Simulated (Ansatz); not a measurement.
Runs of Ansatz 0.2.0 on InSe. Symmetry: R3m, No. 160, trigonal system. Conventional cell: a = 4.000 Å, b = 4.000 Å, c = 25.320 Å, α = 90.00°, β = 90.00°, γ = 120.00°. In (site symmetry 3m) is surrounded by 3 Se at 2.63 Å and 1 In at 2.82 Å. In (site symmetry 3m) is surrounded by 3 Se at 2.64 Å and 1 In at 2.82 Å. Se (site symmetry 3m) has 3 In at 2.63 Å as nearest neighbours. Se (site symmetry 3m) is surrounded by 3 In at 2.64 Å. 

```csv
task,level,spin,k mesh,cutoff (eV),points for each segment of the path,share of exact exchange,gap on the mesh (eV),pressure (GPa),largest force (eV/Å)
band structure,PBEsol,"SOC, no magnetisation",8 × 8 × 8,420,14,-,0.32,0.1,0.30
single point,r2SCAN0 form with a typed share of exact exchange,off,5 × 5 × 5,500,-,0.15,1.92,(a),0.16
single point,r2SCAN0 form with a typed share of exact exchange,off,5 × 5 × 5,500,-,0.1,(b),0.7,0.19
single point,r2SCAN0 form with a typed share of exact exchange,off,5 × 5 × 5,500,-,0.35,2.88,-0.4,0.30
single point,r2SCAN0 form with a typed share of exact exchange,off,5 × 5 × 5,500,-,0,1.28,1.2,0.23
band structure,PBEsol,off,8 × 8 × 8,420,14,-,0.34,0.2,0.30
single point,r2SCAN0 form with a typed share of exact exchange,off,5 × 5 × 5,500,-,0.5,3.65,-1.0,0.42
single point,r2SCAN0,off,5 × 5 × 5,500,-,0.25,2.39,0.0,0.21
```

Alike in all rows: potentials or basis Ansatz PAW; cell as given; smearing fermi-dirac 0.05 eV.

**Question.** Estimate the missing entries.

**Answer.** (a) 0.5; (b) 1.70.

Caveats: the PAW data sets come from PBE, with cores solved anew for the run's functional, which leaves a small shift of forces and pressure; spin-orbit coupling is left out, which moves the levels of the heavy elements (some runs); odd divisions of the mesh miss points on the zone boundary, where band edges often lie, so the gap on the mesh can be too wide (some runs); the thresholds are loose for stress (some runs).

A k mesh can miss the band edges, and rows without SOC leave out spin-orbit coupling on In, Se.
